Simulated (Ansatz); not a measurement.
# Ge (P4/mmm) in Ansatz: a series of runs

Runs on Ge. Level: HSE06 form with a typed share of exact exchange. Tasks: single point.

Everything below comes from runs of Ansatz 0.2.0. Logs are shortened: lines on timing, memory, paths and dates and some standing lists are left out, and cuts for length are marked.

**1. The structure**

The structure is tetragonal, space group P4/mmm (No. 123). The conventional cell has a = 5.241 Å, b = 5.241 Å, c = 2.655 Å, α = 90.00°, β = 90.00°, γ = 90.00°. Ge (site symmetry 4/mmm) is surrounded by 6 Ge at 2.62 to 2.66 Å. Ge (site symmetry mmm) has 4 Ge at 2.62 to 2.66 Å as nearest neighbours.

The cell was built by a generator and needn't be a form met in nature.

**2. Single point, HSE06 form with a typed share of exact exchange**

File input:

```
crystal:
  lattice:
    - [5.24058, 0.0, 0.0]
    - [0.0, 5.24058, 0.0]
    - [0.0, 0.0, 2.65536]
  atoms:
    - { symbol: Ge, position: [0.0, 0.0, 0.0] }
    - { symbol: Ge, position: [0.0, 0.5, 0.0] }
    - { symbol: Ge, position: [0.5, 0.0, 0.0] }
hamiltonian:
  xc: { exchange: pbe, correlation: pbe, exx: { coeff: 0.2, omega: 0.2 } }
  pseudopotentials: { kind: paw }
kpoints:
  mp_grid: { grid: [3, 3, 5] }
scf:
  occupations: { method: fermi_dirac, width: 0.05 }
output:
  forces: true
  stress: true
  eigenvalues: true
```

Potentials or basis: Ansatz PAW.

Standard output:

```text
Warning: output.stress: scf.convergence.dr2_threshold = 1e-7 eV (the SCF's general default) is looser than the 3e-10 eV advised for a printed stress (1e-10 eV for each atom of the cell: 3). What an SCF threshold leaves in a stress goes as its square root, and in the free energy as the threshold itself, and one threshold admits the most on a small cell: of the crystals measured, under no hybrid functional and no lock of the moments, on runs that ended without the residual-converged pass, on stresses that held no estimate of that error, the worst erred by over 100 MPa in a component at 1e-7 eV an atom and by under 5 at 1e-10. Set scf.convergence.dr2_threshold to 3e-10 eV or tighter. The threshold is an SCF's pass mark: one that does not reach it within its budget of iterations ends unconverged, or closes short of it on a stop that the run arms, and scf.convergence.dr2_threshold's page says what that costs each kind of run
Warning: output.stress: scf.exx.energy_threshold = 1e-6 eV is looser than the 3e-8 eV advised for a stress under a hybrid functional (1e-8 eV for each atom of the cell: 3). Every SCF of the exchange loop can meet its threshold on dr2 while the loop round them stops early: no threshold on dr2 bounds what that leaves in the stress. Set scf.exx.energy_threshold to 3e-8 eV or tighter. The threshold is the loop's pass mark: a loop that does not reach it within its budget of cycles ends unconverged, and scf.exx.energy_threshold's page has the law
GPUs: using 1 of 1 available (devices: 1).
Engine: ansatz 0.2.0, x86_64-unknown-linux-gnu
Pseudopotentials: kind: paw
Pseudopotential: Ge, paw, valence charge 14, recommended cutoff 420 eV (normal), Ge.paw.azcp
Functional definition: unnamed
  parameter a_1 = 0.2
  parameter omega_1 = 0.2/angstrom
  exchange = pbe_x + (-a_1)*pbe_x_sr(omega_1) + a_1*exact_x_sr(omega_1)
  correlation = pbe_c
device memory: the entry about to start is reckoned to put 0.6 GiB on a device that reports 34.3 GiB free (of which the cap on the GPU budget leaves the run 18.0 GiB)
GPU FFT provider: cuFFT
GPU libraries: cuBLAS 13.8.2, cuFFT 12.4.0, cuSOLVER 12.3.4
Crystal: 3 atoms, lattice volume = 72.926 Å³
Basis set: ecut = 420 eV, 1441 PW (Γ), exchange–correlation on 72×72×36 points (8 copies of the dense FFT grid, shifted against one another)
Bands: 26, of which v1, the nominal top of the filled ones, is band 21 counted from 1 (20 counted from 0)
Symmetry: 16 space group operations
Space group: P4/mmm (ITA 123), of the structure as read, at distance tolerance 4.2e-5 Å
k-points: 9 of 45
Non-local potential: Ge, projectors of the file, l = 0: 2, l = 1: 2, l = 2: 3, l = 3: 1
PAW form: soft (Blöchl's): semilocal exchange-correlation on the pseudo side does not see the compensation charge
PAW frozen core: Ge, regenerated for the run's functional, and the local potential with it (the file was generated under x = pbe(κ = 0.804, μ = 0.2195149727645171), c = pbe(β = 0.06672455060314922))
PAW one-centre angular grid: Ge, 590 points (default); XC on 64 Gauss nodes
Initial density: superposition of atomic densities (neutral atoms: chi_scale 0, normalization atom), corrected by the library's trained network
Initial wavefunctions: pseudopotential atomic-orbital guess
GPU buffer pool allocated for 23328 grid points (all kernels)
GPU transforms: local potential and band sums: pruned to the plane-wave sphere, on 36×36×18
Functional: x = pbe(κ = 0.804, μ = 0.2195149727645171), c = pbe(β = 0.06672455060314922), warm-up for x = pbe(κ = 0.804, μ = 0.2195149727645171) + 0.2 (exact − pbe) at short range (hse, ω = 0.2 Å⁻¹), c = pbe(β = 0.06672455060314922)
SCF iter   1: F=—  HF=-12883.453776 eV  |F-HF|=—  |Δ(HF+E_count)|=         —  Δρ=3.28e-3  dr2=1.50e-2  ethr=1.77e-3  ⟨swp⟩=7.1  Hψ=886  notcnv=0
preconditioner: auto → none  [insulator: Δε(μ)=0.274 eV  Ē_g=22.407 eV  σ=0.050 eV  W_gap=0.74  n_scr=14 (ndim 8)  ℏωp=28.2 eV  f_vac=0.093  D(μ)=2.25/eV (n_scr^D=8)]
SCF iter   2: F=—  HF=-12883.451002 eV  |F-HF|=—  |Δ(HF+E_count)|=   2.77e-3  Δρ=1.49e-3  dr2=4.37e-3  ethr=3.58e-5  ⟨swp⟩=4.2  Hψ=560  notcnv=0  defer=3
SCF iter   3: F=—  HF=-12883.450439 eV  |F-HF|=—  |Δ(HF+E_count)|=   5.63e-4  Δρ=8.49e-4  dr2=1.52e-3  ethr=1.04e-5  ⟨swp⟩=3.4  Hψ=512  notcnv=0  defer=1
iter 4 solved again at ethr=4.78e-8 eV; its pass at ethr=3.63e-6 eV (dr2=2.01e-5 eV) is discarded
SCF iter   4: F=—  HF=-12883.450172 eV  |F-HF|=—  |Δ(HF+E_count)|=   2.66e-4  Δρ=2.03e-4  dr2=2.08e-5  ethr=4.78e-8  ⟨swp⟩=4.0  Hψ=1105  notcnv=0
SCF iter   5: F=—  HF=-12883.450191 eV  |F-HF|=—  |Δ(HF+E_count)|=   1.88e-5  Δρ=3.40e-5  dr2=8.09e-7  ethr=4.78e-8  ⟨swp⟩=3.0  Hψ=481  notcnv=0
SCF iter   6: F=—  HF=-12883.450191 eV  |F-HF|=—  |Δ(HF+E_count)|=   2.63e-7  Δρ=1.00e-5  dr2=5.73e-8  ethr=1.93e-9  ⟨swp⟩=3.1  Hψ=615  notcnv=0
SCF iter   7: F=—  HF=-12883.450191 eV  |F-HF|=—  |Δ(HF+E_count)|=   8.28e-8  Δρ=2.48e-6  dr2=2.96e-9  ethr=1.37e-10  ⟨swp⟩=3.0  Hψ=485  notcnv=0
SCF iter   8: F=-12883.450191 eV  HF=-12883.450191 eV  |F-HF|=2.53e-10  |Δ(HF+E_count)|=   5.64e-9  Δρ=4.73e-7  dr2=9.93e-11  ethr=7.06e-12  ⟨swp⟩=3.2  Hψ=579  notcnv=0
SCF 1 converged in 8 iterations: F = -12883.450191 eV  dr2 = 9.93e-11
device memory: the entry about to start is reckoned to put 1.2 GiB on a device that reports 34.5 GiB free (of which the cap on the GPU budget leaves the run 18.0 GiB)
GPU FFT provider: cuFFT
GPU libraries: cuBLAS 13.8.2, cuFFT 12.4.0, cuSOLVER 12.3.4
Initial density: handed on by an earlier stage of this run
Initial wavefunctions: those handed on with the density
GPU buffer pool allocated for 23328 grid points (all kernels)
GPU transforms: local potential and band sums: pruned to the plane-wave sphere, on 36×36×18
Functional: x = pbe(κ = 0.804, μ = 0.2195149727645171) + 0.2 (exact − pbe) at short range (hse, ω = 0.2 Å⁻¹), c = pbe(β = 0.06672455060314922)
Exchange kernel: α = 0.2000, screened, ω = 0.2000 Å⁻¹, Wigner–Seitz truncation, v(0) = 1099.7247 eV·Å³, q-mesh 3×3×5, nearest image of the exchange supercell L = 13.28 Å, pair-density grid 24×24×12, without the augmentation charges, whose exchange is taken in its separable form by FFT convolution over the k-point mesh (sized by the pseudopotential files, 36×36×18 at the most), smooth part of the exact exchange by density-matrix convolution in up to 1.22 GiB of GPU memory as planned if the GPU has room (build and FFT work areas not counted)
Frozen-core exchange: fock
iter 1 solved again at ethr=3.61e-5 eV; its pass at ethr=1.00e-1 eV (dr2=1.51e-2 eV) is discarded
SCF iter   1: F=—  HF=-12885.190386 eV  |F-HF|=—  |Δ(HF+E_count)|=         —  Δρ=9.35e-3  dr2=2.53e-2  ethr=3.61e-5  ⟨swp⟩=4.2  Hψ=1350  notcnv=0
preconditioner: auto → none  [insulator: Δε(μ)=0.334 eV  Ē_g=25.030 eV  σ=0.050 eV  W_gap=0.65  n_scr=14 (ndim 8)  ℏωp=28.2 eV  f_vac=0.096  D(μ)=1.81/eV (n_scr^D=8)]
SCF iter   2: F=—  HF=-12885.170580 eV  |F-HF|=—  |Δ(HF+E_count)|=   1.98e-2  Δρ=2.45e-3  dr2=5.44e-3  ethr=3.61e-5  ⟨swp⟩=3.7  Hψ=707  notcnv=0
SCF iter   3: F=—  HF=-12885.169960 eV  |F-HF|=—  |Δ(HF+E_count)|=   6.20e-4  Δρ=1.34e-3  dr2=1.36e-3  ethr=7.46e-6  ⟨swp⟩=3.0  Hψ=470  notcnv=0
SCF iter   4: F=—  HF=-12885.176077 eV  |F-HF|=—  |Δ(HF+E_count)|=   6.12e-3  Δρ=1.34e-3  dr2=4.55e-4  ethr=1.93e-6  ⟨swp⟩=4.1  Hψ=728  notcnv=0
SCF iter   5: F=—  HF=-12885.175922 eV  |F-HF|=—  |Δ(HF+E_count)|=   1.55e-4  Δρ=6.21e-4  dr2=1.43e-4  ethr=1.05e-6  ⟨swp⟩=2.0  Hψ=427  notcnv=0
SCF iter   6: F=—  HF=-12885.175865 eV  |F-HF|=—  |Δ(HF+E_count)|=   5.74e-5  Δρ=1.20e-4  dr2=1.23e-5  ethr=3.07e-7  ⟨swp⟩=3.0  Hψ=527  notcnv=0
SCF iter   7: F=-12885.175916 eV  HF=-12885.175919 eV  |F-HF|=3.12e-6  |Δ(HF+E_count)|=   5.40e-5  Δρ=7.22e-5  dr2=3.67e-6  ethr=1.41e-8  ⟨swp⟩=4.7  Hψ=629  notcnv=0
SCF 2 stopped early in 7 iterations: F = -12885.175916 eV  dr2 = 3.67e-6
hybrid outer 1: dexx = +6.918e-3 eV, tail = 3.80e-5 eV
GPU FFT provider: cuFFT
GPU libraries: cuBLAS 13.8.2, cuFFT 12.4.0, cuSOLVER 12.3.4
GPU buffer pool allocated for 23328 grid points (all kernels)
GPU transforms: local potential and band sums: pruned to the plane-wave sphere, on 36×36×18
Exchange kernel: α = 0.2000, screened, ω = 0.2000 Å⁻¹, Wigner–Seitz truncation, v(0) = 1099.7247 eV·Å³, q-mesh 3×3×5, nearest image of the exchange supercell L = 13.28 Å, pair-density grid 24×24×12, without the augmentation charges, whose exchange is taken in its separable form by FFT convolution over the k-point mesh (sized by the pseudopotential files, 36×36×18 at the most), smooth part of the exact exchange by density-matrix convolution in up to 1.22 GiB of GPU memory as planned if the GPU has room (build and FFT work areas not counted)
Frozen-core exchange: fock
SCF iter   1: F=—  HF=-12885.176103 eV  |F-HF|=—  |Δ(HF+E_count)|=         —  Δρ=5.75e-5  dr2=8.79e-7  ethr=4.52e-7  ⟨swp⟩=3.8  Hψ=491  notcnv=0
preconditioner: auto → none  [insulator: Δε(μ)=0.336 eV  Ē_g=24.852 eV  σ=0.050 eV  W_gap=0.66  n_scr=14 (ndim 8)  ℏωp=28.2 eV  f_vac=0.094  D(μ)=1.86/eV (n_scr^D=8)]
SCF iter   2: F=—  HF=-12885.176103 eV  |F-HF|=—  |Δ(HF+E_count)|=   1.70e-7  Δρ=1.11e-5  dr2=1.16e-7  ethr=1.94e-9  ⟨swp⟩=4.0  Hψ=724  notcnv=0
SCF iter   3: F=—  HF=-12885.176104 eV  |F-HF|=—  |Δ(HF+E_count)|=   3.94e-7  Δρ=8.72e-6  dr2=9.11e-8  ethr=1.15e-10  ⟨swp⟩=4.4  Hψ=664  notcnv=0
SCF iter   4: F=-12885.176103 eV  HF=-12885.176103 eV  |F-HF|=1.95e-9  |Δ(HF+E_count)|=   2.23e-8  Δρ=3.68e-6  dr2=5.82e-9  ethr=1.15e-10  ⟨swp⟩=3.0  Hψ=477  notcnv=0
SCF 3 converged in 4 iterations: F = -12885.176103 eV  dr2 = 5.82e-9
  Residual-converged pass: ⟨swp⟩=3.0  Hψ=541  notcnv=0  max |occ|·‖R‖ = 2.4e-6 eV (tolerance 2.4e-6 eV)  dr2=5.77e-9  dr2_onsite=6.66e-10  max |Δocc| = 5.9e-13
hybrid outer 2: dexx = +4.681e-7 eV, tail = 2.15e-8 eV, Δε = 2.35e-3 eV (about 7.93e-5 eV left of the loop's levels)
hybrid SCF converged: 2 outer / 11 inner (+8 warm-up), last move |dexx| = 4.68e-7 eV, tail = 2.15e-8 eV
Stability not checked: this state was not tested for a lower state beside it, because the functional holds exact exchange (a hybrid, or Hartree-Fock), whose exchange loop this test does not read (fock_operator; see scf.lower_state_search)
Free energy (F): -12885.176104 eV
Frozen-core exchange: fock
Harris-Foulkes:  -12885.176104 eV  (|F-HF|=1.95e-9)
Internal energy: -12885.161593 eV  (E = F + TS)
E sigma→0 (E₀):  -12885.168848 eV
Entropy (-TS):   -0.014511 eV (-4.837 meV/atom)
Fermi energy:    7.347134 eV
--- Per-component energies (eV) ---
  E_band       = -573.979461
  E_kinetic    = 327.297189
  E_local      = -7755.818122  (includes V_loc(G=0)·N_el)
  E_nonlocal   = 1249.925376
  E_hartree    = 3408.976264
  E_xc         = -189.915499
  E_vxc        = -161.333618  (∫ρ·V_xc dr)
  E_exx        = -130.315666  (= α·E_x^exact, valence–valence)
  E_paw        = -5958.522271  (= ΣΔE_a)
  E_vpaw       = -791.372748  (= ΣTr[D̂ρ^β])
  E_aug_tail   = 0.000855  (compensation charges beyond the density's cutoff)
  E_ewald      = -3835.922174
  E_core_change = -0.867548  (= ΣΔE_core)
  E_smearing   = -0.014511  (= −TS)
  E_closure    = 0.000003  (closes the sum)
  Σ components = -12885.176104   (vs F -12885.176104, Δ=1.82e-12)
--- Forces (eV/Å), atoms counted from 1 ---
  atom   1  Ge     0.00000000     0.00000000     0.00000000
  atom   2  Ge     0.00000000    -0.00000000     0.00000000
  atom   3  Ge     0.00000000     0.00000000     0.00000000
  max |Σ_I F_I| component: 6.15e-29 eV/Å
--- Stress (GPa, compression-positive) ---
        3.121551       0.000000       0.000000
        0.000000       3.121551       0.000000
        0.000000       0.000000      -9.814666
  P = ⅓ Tr σ = -1.1905 GPa (-11.905 kbar)
--- Band table (eV; the first three rows and the last of 9) ---
  k-point 0: bands = ["-20.0473", "-20.0435", "-20.0405", "-20.0166", "-19.9901", "-19.9525", "-19.8931", "-19.8931", "-19.8315", "-19.8315", "-19.8206", "-19.6897", "-19.6591", "-19.6591", "-19.6533", "-6.1067", "-2.2792", "0.4941", "1.8918", "1.8918", "7.6492", "7.6492", "11.5945", "12.0834", "15.8727", "16.9725"]
  k-point 1: bands = ["-20.0386", "-20.0093", "-19.9853", "-19.9637", "-19.9622", "-19.9492", "-19.9240", "-19.9240", "-19.8659", "-19.8659", "-19.7428", "-19.6878", "-19.6878", "-19.6866", "-19.6435", "-5.2071", "-1.3769", "1.4100", "2.7810", "2.7810", "8.5510", "8.5510", "9.5464", "12.4274", "12.8198", "12.9245"]
  k-point 2: bands = ["-20.0308", "-19.9948", "-19.9775", "-19.9736", "-19.9736", "-19.9439", "-19.9216", "-19.9216", "-19.8485", "-19.8340", "-19.7333", "-19.7333", "-19.6814", "-19.6181", "-19.6098", "-2.6471", "1.3018", "3.1876", "4.2004", "4.9332", "4.9332", "6.4867", "8.9842", "10.7431", "10.7431", "12.8235"]
  k-point 8: bands = ["-19.9885", "-19.9787", "-19.9749", "-19.9715", "-19.9590", "-19.9503", "-19.9099", "-19.9060", "-19.8268", "-19.8133", "-19.7480", "-19.7478", "-19.6945", "-19.6899", "-19.6396", "-1.6951", "0.1114", "0.9888", "4.1331", "5.5796", "6.4032", "7.7347", "8.5452", "10.0752", "11.8437", "13.6512"]
```

It took 20 s on 1 × NVIDIA H100 80GB HBM3 with 2 threads of AMD EPYC 7R13 (Zen 3), shared host; peak memory 1.6 GiB.

What came out:

* Free energy: -12885.1761 eV
* Pressure: -1.2 GPa
* Band gap on the k mesh: none (metal or under the smearing width)

Caveat: the k mesh is coarse (spacing up to 0.47 Å⁻¹), so the values aren't converged, least of all with exact exchange; the PAW data sets come from PBE, with cores solved anew for the run's functional, which leaves a small shift of forces and pressure; the thresholds are loose for stress.

[end of part 1 of 2]
